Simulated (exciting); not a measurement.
# Ho (Fm-3m) in exciting: reference runs

How does Ho come out in PBE? The cell is run as given.

Everything below comes from runs of exciting (release sodium). Logs are shortened: lines on timing, memory, paths and dates and some standing lists are left out, and cuts for length are marked.

## 1. The crystal as given

The structure is cubic, space group Fm-3m (No. 225). Conventional cell: a = 4.988 Å, b = 4.988 Å, c = 4.988 Å, α = 90.00°, β = 90.00°, γ = 90.00°. Ho (site symmetry m-3m) has 12 Ho at 3.53 Å as nearest neighbours.

This isn't the form of Ho at room conditions, which is hcp.

## 2. Single point, PBE, collinear spin, ferromagnetic start

Contents of input.xml:

```xml
<input>
  <title>Ho</title>
  <structure speciespath="./" tshift="false">
    <crystal scale="1">
      <basevect>0.000000000000 4.713440590051 4.713440590051</basevect>
      <basevect>4.713440590051 0.000000000000 4.713440590051</basevect>
      <basevect>4.713440590051 4.713440590051 0.000000000000</basevect>
    </crystal>
    <species speciesfile="Ho.xml" rmt="2.3">
      <atom coord="0.000000000000 0.000000000000 0.000000000000" bfcmt="0 0 -8"/>
    </species>
  </structure>
  <groundstate do="fromscratch" ngridk="9 9 9" rgkmax="9.5" gmaxvr="14" lmaxapw="10" lmaxmat="10" lmaxvr="8" xctype="GGA_PBE" stype="Fermi Dirac" swidth="0.00183747" nempty="22" ValenceRelativity="iora*" epsengy="1e-05" epspot="1e-05" maxscl="90" tforce="true" outputlevel="normal">
    <spin reducebf="0.5"/>
  </groundstate>
  <properties>
    <chargedensityplot>
      <plot3d>
        <box grid="18 18 18">
          <origin coord="0 0 0"/>
          <point coord="1 0 0"/>
          <point coord="0 1 0"/>
          <point coord="0 0 1"/>
        </box>
      </plot3d>
    </chargedensityplot>
    <elfplot>
      <plot3d>
        <box grid="18 18 18">
          <origin coord="0 0 0"/>
          <point coord="1 0 0"/>
          <point coord="0 1 0"/>
          <point coord="0 0 1"/>
        </box>
      </plot3d>
    </elfplot>
    <exccplot>
      <plot3d>
        <box grid="18 18 18">
          <origin coord="0 0 0"/>
          <point coord="1 0 0"/>
          <point coord="0 1 0"/>
          <point coord="0 0 1"/>
        </box>
      </plot3d>
    </exccplot>
  </properties>
</input>
```

Potentials or basis: all-electron LAPW+lo, shipped species files, valence relativity iora*.

Launch:

```bash
OMP_NUM_THREADS=1 exciting_smp
```

INFO.OUT:

```text
================================================================================
EXCITING SODIUM started
[... 10 lines left out ...]

 Lattice vectors (cartesian) :
      0.0000000000      4.7134405901      4.7134405901
      4.7134405901      0.0000000000      4.7134405901
      4.7134405901      4.7134405901      0.0000000000

 Reciprocal lattice vectors (cartesian) :
     -0.6665179275      0.6665179275      0.6665179275
      0.6665179275     -0.6665179275      0.6665179275
      0.6665179275      0.6665179275     -0.6665179275

 Unit cell volume                           :     209.4325149762
 Brillouin zone volume                      :       1.1843920867

 Species :    1 (Ho)
     parameters loaded from                 :    Ho.xml
     name                                   :    holmium
     nuclear charge                         :     -67.00000000
     electronic charge                      :      67.00000000
     atomic mass                            :  300649.58110000
     muffin-tin radius                      :       2.30000000
     # of radial points in muffin-tin       :     450

     atomic positions (lattice) :
       1 :   0.00000000  0.00000000  0.00000000

     magnetic fields (cartesian) :
       1 :   0.00000000  0.00000000 -8.00000000

 Total number of atoms per unit cell        :       1

 Spin treatment                             :    spin-polarised
 Global magnetic field (cartesian) :        0.00000000   0.00000000   0.00000000
 collinear magnetisation in z-direction

 Number of Bravais lattice symmetries       :      48
 Number of crystal symmetries               :      48

 k-point grid                               :       9    9    9
 Total number of k-points                   :      35
 k-point set is reduced with crystal symmetries

 R^MT_min * |G+k|_max (rgkmax)              :       9.50000000
 Species with R^MT_min                      :       1 (Ho)
 Maximum |G+k| for APW functions            :       4.13043478
 Maximum |G| for potential and density      :      14.00000000

 G-vector grid sizes                        :      30    30    30
 Total number of G-vectors                  :    9721

 Maximum angular momentum used for
     APW functions                          :      10
     computing H and O matrix elements      :      10
     potential and density                  :       8
     inner part of muffin-tin               :       2

 Total nuclear charge                       :     -67.00000000
 Total electronic charge                    :      67.00000000
 Total core charge                          :      46.00000000
 Total valence charge                       :      21.00000000

 Number of empty states                     :      22
 Total number of valence states             :      66

 Maximum Hamiltonian size                   :     285
 Maximum number of plane-waves              :     265
 Total number of local-orbitals             :      20

 Exchange-correlation type                  :      20
     Perdew-Burke-Ernzerhof, Phys. Rev. Lett. 77, 3865 (1996)
     Generalised gradient approximation (GGA)

 Smearing scheme                            :    Fermi-Dirac
 Smearing width                             :       0.00183747

 Using multisecant Broyden potential mixing
[... 16 lines left out ...]
+ SCF iteration number :    1                                                  +
++++++++++++++++++++++++++++++++++++++++++++++++++++++++++++++++++++++++++++++++
 Total energy                               :    -12436.24209045
 _______________________________________________________________
 Fermi energy                               :         0.38482088
 Kinetic energy                             :     14008.78752216
 Coulomb energy                             :    -26178.19149424
 Exchange energy                            :      -263.00174828
 Correlation energy                         :        -3.83637008
 No external B-field energy in total energy

 DOS at Fermi energy (states/Ha/cell)       :        88.98365979

 Electron charges :
     core                                   :        46.00000000
     core leakage                           :         0.00011462
     valence                                :        21.00000000
     interstitial                           :         4.99681494
     charge in muffin-tin spheres :
                  atom     1    Ho          :        62.00318506
     total charge in muffin-tins            :        62.00318506
     total charge                           :        67.00000000

 Moments :
     interstitial                           :         0.29578573
     moment in muffin-tin spheres :
                  atom     1    Ho          :         6.43784345
     total moment in muffin-tins            :         6.43784345
     total moment                           :         6.73362918
[... 303 lines left out ...]
 Electron charges :
     core                                   :        46.00000000
     core leakage                           :         0.00010259
     valence                                :        21.00000000
     interstitial                           :         2.72265241
     charge in muffin-tin spheres :
                  atom     1    Ho          :        64.27734759
     total charge in muffin-tins            :        64.27734759
     total charge                           :        67.00000000

 Moments :
     interstitial                           :         0.13652698
     moment in muffin-tin spheres :
                  atom     1    Ho          :         3.49318550
     total moment in muffin-tins            :         3.49318550
     total moment                           :         3.62971248

 RMS change in effective potential (target) :  0.168345E-02  ( 0.100000E-04)
 Absolute change in total energy   (target) :  0.579475      ( 0.100000E-04)
 Charge distance                   (target) :  0.240164E-03  ( 0.100000E-04)
 Abs. change in max-nonIBS-force   (target) :   0.00000      ( 0.500000E-04)

++++++++++++++++++++++++++++++++++++++++++++++++++++++++++++++++++++++++++++++++
[... 13 further cycles ...]
+ SCF iteration number :   24                                                  +
++++++++++++++++++++++++++++++++++++++++++++++++++++++++++++++++++++++++++++++++
 Total energy                               :    -12628.56467638
 _______________________________________________________________
 Fermi energy                               :         0.29719151
 Kinetic energy                             :     13895.93710039
 Coulomb energy                             :    -26252.57883220
 Exchange energy                            :      -268.02009625
 Correlation energy                         :        -3.90284833
 No external B-field energy in total energy

 DOS at Fermi energy (states/Ha/cell)       :       141.70980227

 Electron charges :
     core                                   :        46.00000000
     core leakage                           :         0.00010256
     valence                                :        21.00000000
     interstitial                           :         2.71738565
     charge in muffin-tin spheres :
                  atom     1    Ho          :        64.28261435
     total charge in muffin-tins            :        64.28261435
     total charge                           :        67.00000000

 Moments :
     interstitial                           :         0.14245133
     moment in muffin-tin spheres :
                  atom     1    Ho          :         3.48771188
     total moment in muffin-tins            :         3.48771188
     total moment                           :         3.63016321

 RMS change in effective potential (target) :  0.949392E-08  ( 0.100000E-04)
 Absolute change in total energy   (target) :  0.140899E-04  ( 0.100000E-04)
 Charge distance                   (target) :  0.579510E-08  ( 0.100000E-04)
 Abs. change in max-nonIBS-force   (target) :   0.00000      ( 0.500000E-04)
[... 303 lines left out ...]
 Electron charges :
     core                                   :        46.00000000
     core leakage                           :         0.00010256
     valence                                :        21.00000000
     interstitial                           :         2.71738583
     charge in muffin-tin spheres :
                  atom     1    Ho          :        64.28261417
     total charge in muffin-tins            :        64.28261417
     total charge                           :        67.00000000

 Moments :
     interstitial                           :         0.14245130
     moment in muffin-tin spheres :
                  atom     1    Ho          :         3.48771207
     total moment in muffin-tins            :         3.48771207
     total moment                           :         3.63016337

 RMS change in effective potential (target) :  0.304966E-07  ( 0.100000E-04)
 Absolute change in total energy   (target) :  0.300348E-05  ( 0.100000E-04)
 Charge distance                   (target) :  0.142432E-08  ( 0.100000E-04)
 Abs. change in max-nonIBS-force   (target) :   0.00000      ( 0.500000E-04)

++++++++++++++++++++++++++++++++++++++++++++++++++++++++++++++++++++++++++++++++
| Convergency criteria checked for the last 2 iterations                       +
| Convergence targets achieved. Performing final SCF iteration                 +
++++++++++++++++++++++++++++++++++++++++++++++++++++++++++++++++++++++++++++++++
 Total energy                               :    -12628.56467434
 _______________________________________________________________
 Fermi energy                               :         0.29719149
 Kinetic energy                             :     13895.93710149
 Coulomb energy                             :    -26252.57883134
 Exchange energy                            :      -268.02009616
 Correlation energy                         :        -3.90284833
 No external B-field energy in total energy

 DOS at Fermi energy (states/Ha/cell)       :       141.70984789

 Electron charges :
     core                                   :        46.00000000
     core leakage                           :         0.00010256
     valence                                :        21.00000000
     interstitial                           :         2.71738572
     charge in muffin-tin spheres :
                  atom     1    Ho          :        64.28261428
     total charge in muffin-tins            :        64.28261428
     total charge                           :        67.00000000

 Moments :
     interstitial                           :         0.14245130
     moment in muffin-tin spheres :
                  atom     1    Ho          :         3.48771193
     total moment in muffin-tins            :         3.48771193
     total moment                           :         3.63016322

++++++++++++++++++++++++++++++++++++++++++++++++++++++++++++++++++++++++++++++++
+ Self-consistent loop stopped                                                 +
++++++++++++++++++++++++++++++++++++++++++++++++++++++++++++++++++++++++++++++++
 STATE.OUT is written

--------------------------------------------------------------------------------
- Writing atomic positions and forces                                          -
--------------------------------------------------------------------------------

 Atomic positions (lattice) :
 atom     1  Ho  :     0.00000000    0.00000000    0.00000000

 Total atomic forces including IBS (cartesian) :
 atom     1  Ho  :     0.00000000    0.00000000    0.00000000

 Atomic force components including IBS (cartesian) :
 atom     1  Ho  :     0.00000000    0.00000000    0.00000000   HF force
                 :     0.00000000    0.00000000    0.00000000   core correction
                 :     0.00000000    0.00000000    0.00000000   IBS correction

********************************************************************************
* Groundstate module stopped                                                   *
********************************************************************************

--------------------------------------------------------------------------------
- CAUTION! Warnings have been written in file WARNING.OUT !                    -
--------------------------------------------------------------------------------
================================================================================
| EXCITING SODIUM stopped                                                      =
================================================================================
```

Run time: 3.3 min. Hardware: 1 thread of Arm Neoverse V2, shared host; peak memory 0.11 GiB.

Results:

| Item | Value |
| --- | --- |
| Free energy | -343640.7956 eV |
| Band gap on the k mesh | none (metal or under the smearing width) |
| Net moment | 3.63 μB per cell |
| Site moments | Ho +3.49 μB |
| All electrons inside the program's atomic spheres | Ho 64.28 (radii Ho 2.3 bohr) |

Caveat: the magnetic or orbital state may not be the lowest; the log's total energy holds no entropy term; the free energy is that total less TS from the occupations; spin-orbit coupling is left out, which moves the levels of the heavy elements. The state reached can hang on the start; a lower one may exist.
